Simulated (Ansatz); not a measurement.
Here is the system:

ZnTe:
Space group F-43m (No. 216); a = b = c = 6.114 Å, α = β = γ = 90.00°

| atom | site | symmetry | x | y | z |
|---|---|---|---|---|---|
| Te | 4c | -43m | 0.2500 | 0.2500 | 0.2500 |
| Zn | 4a | -43m | 0.0000 | 0.0000 | 0.0000 |
(The calculation used a cell of 2 atoms; values per cell refer to that cell.)

This is the r²SCAN-relaxed structure.

**Question.** All from plane-wave PAW r²SCAN (Ansatz code), unless another level is named. Estimate the gap with spin–orbit coupling.

**Answer.** 1.52 eV.

**Question.** What about the electron effective mass?

**Answer.** 0.11 mₑ (isotropic).

**Question.** What about the formation energy from the elements (no fitted shifts)?

**Answer.** -0.57 eV/atom.

The cell was relaxed with r²SCAN under the symmetry of its start; of distortions, only those at the zone centre were tested. The references are the lowest solids computed at this level, not always the standard phases. Scalar-relativistic: spin–orbit coupling is off unless named, which matters more the heavier the elements.

Potentials: the later of the program's two PAW sets.
